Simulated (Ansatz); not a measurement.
HfC:

```
Hf C
1.0
     0.00000    2.32500    2.32500
     2.32500    0.00000    2.32500
     2.32500    2.32500    0.00000
Hf C
1 1
Direct
  0.50000 0.50000 0.50000
  0.00000 0.00000 0.00000
```

Base run:

| Item | Value |
| --- | --- |
| Program | Ansatz 0.2.0 |
| Functional | LDA |
| Potentials or basis | Ansatz PAW |
| Cutoff | 420 eV (not typed: the program's choice for these potentials) |
| k mesh | 10 × 10 × 10 |
| Occupations | fermi-dirac, width 0.05 eV |
| Spin | no spin polarisation |

Its results: band gap on the k mesh none (metal or under the smearing width); pressure -11.9 GPa.

Q: The run is repeated on the same cell with these changes: functional from LDA to PBE. What comes out?

A: Band gap on the k mesh none (metal or under the smearing width); pressure 0.2 GPa.

PBE binds less tightly than LDA, so the same cell stands under more pressure.

Caveats: spin-orbit coupling is left out, which moves the levels of the heavy elements; the PAW data sets come from PBE, with cores solved anew for the run's functional, which leaves a small shift of forces and pressure (some runs).
